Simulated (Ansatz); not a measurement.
LiCl: clamped-ion strain scan

Theory: DFT r2SCAN, scalar-relativistic, plane waves, PAW (Ansatz). Settings: plane waves to 500 eV, k-mesh 8×8×8 (Γ-centred), Gaussian smearing 0.05 eV. No spin polarisation. Energies are free energies at this smearing, counted from the undisturbed cell; pressure is positive in compression.

Zero of the scan (as given, not relaxed at this level; it stands at -0.3 GPa):

```
CELL_PARAMETERS angstrom
0.00000 2.56476 2.56476
2.56476 0.00000 2.56476
2.56476 2.56476 0.00000
ATOMIC_POSITIONS crystal
Li 0.00000 0.00000 0.00000
Cl 0.50000 0.50000 0.50000
```

The cell is strained by ε times the Voigt pattern (1, 0, 0, 0, 0, 0) (xx, yy, zz, yz, xz, xy; engineering shear) with fractional coordinates fixed.

| ε | ΔE (meV/atom) | stress summed along the pattern (GPa, tension positive) | gap on the mesh (eV) |
| --- | --- | --- | --- |
| -0.0400 | 4.3 | -2.63 | 7.44 |
| -0.0300 | 2.0 | -1.75 | 7.39 |
| -0.0200 | 0.6 | -0.97 | 7.33 |
| -0.0100 | 0.0 | -0.27 | 7.28 |
| 0.0000 | 0.0 | 0.34 | 7.23 |
| 0.0100 | 0.6 | 0.88 | 7.15 |
| 0.0200 | 1.8 | 1.35 | 7.07 |
| 0.0300 | 3.5 | 1.77 | 7.00 |
| 0.0350 | 4.5 | 1.96 | 6.97 |
| 0.0400 | 5.5 | 2.13 | 6.93 |